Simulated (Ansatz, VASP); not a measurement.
## C: VASP beside Ansatz

INCAR

```
  PREC = Accurate
  ENCUT = 600
  EDIFF = 1E-6
  ISMEAR = 0
  SIGMA = 0.1
  LREAL = F
  LASPH = T
  NELM = 100
  ALGO = Normal
  ISIF = 3
  LWAVE = F
  LCHARG = F
  GGA = PE
  IVDW = 12
  IBRION = 2
  NSW = 90
  EDIFFG = -0.02
```

KPOINTS

```
Automatic mesh
0
Gamma
  18 18 6
```

Contents of POSCAR:

```
C
1.0
    2.4700000000      0.0000000000      0.0000000000
   -1.2350000000      2.1390827473      0.0000000000
    0.0000000000      0.0000000000      6.7900000000
C
4
Direct
    0.0000000000      0.0000000000      0.0000000000
    0.0000000000      0.0000000000      0.5000000000
    0.3333333333      0.6666666667      0.0050000000
    0.6666666667      0.3333333333      0.5050000000
```

Input for Ansatz:

```yaml
crystal:
  lattice:
    - [2.47, 0.0, 0.0]
    - [-1.235, 2.1390827473, 0.0]
    - [0.0, 0.0, 6.79]
  atoms:
    - { symbol: C, position: [0.0, 0.0, 0.0] }
    - { symbol: C, position: [0.0, 0.0, 0.5] }
    - { symbol: C, position: [0.3333333333, 0.6666666667, 0.005] }
    - { symbol: C, position: [0.6666666667, 0.3333333333, 0.505] }
basis:
  ecutwfc: 420
kpoints:
  mp_grid: { grid: [18, 18, 6] }
hamiltonian:
  xc: pbe
  dispersion: d3bj
scf:
  occupations: { method: gaussian, width: 0.1 }
output:
  forces: true
  stress: true
  eigenvalues: true
  write_density: true
  write_potential: true
  elf: true
  volumetric_format: npy
relax:
  adjacent_minimum: "off"
  f_tol: 0.02
  max_steps: 70
  cell: { stress_tol: 0.1 }
```

This is a stacking variant of graphite.

Alike in both runs: task relaxation of cell and atoms; functional PBE; dispersion D3(BJ); k mesh 18 × 18 × 6; occupations gaussian, width 0.1 eV; no spin polarisation.

|  | VASP | Ansatz |
| --- | --- | --- |
| version | VASP 6.6.1 | Ansatz 0.2.0 |
| potentials or method | VASP PAW PBE potentials, release 64 (C) | scalar-relativistic, plane waves, PAW |
| plane-wave cutoff (eV) | 600 | 420 |
| valence electrons in the cell | 16 | 16 |

Ansatz gave:

- gap on the k mesh at the Fermi level, each at its own relaxed structure (eV): none
- relaxed volume (Å³/atom): 8.87
- relaxed cell length with the largest relative difference (Å): 6.741
- energy change over the relaxation (meV/atom): -5

Task: Which values does VASP return?

Result: gap on the k mesh at the Fermi level, each at its own relaxed structure (eV): none; relaxed volume (Å³/atom): 8.82; relaxed cell length with the largest relative difference (Å): 6.705; energy change over the relaxation (meV/atom): -5.

A gap of «none» marks a metal or a gap that the smearing closes.
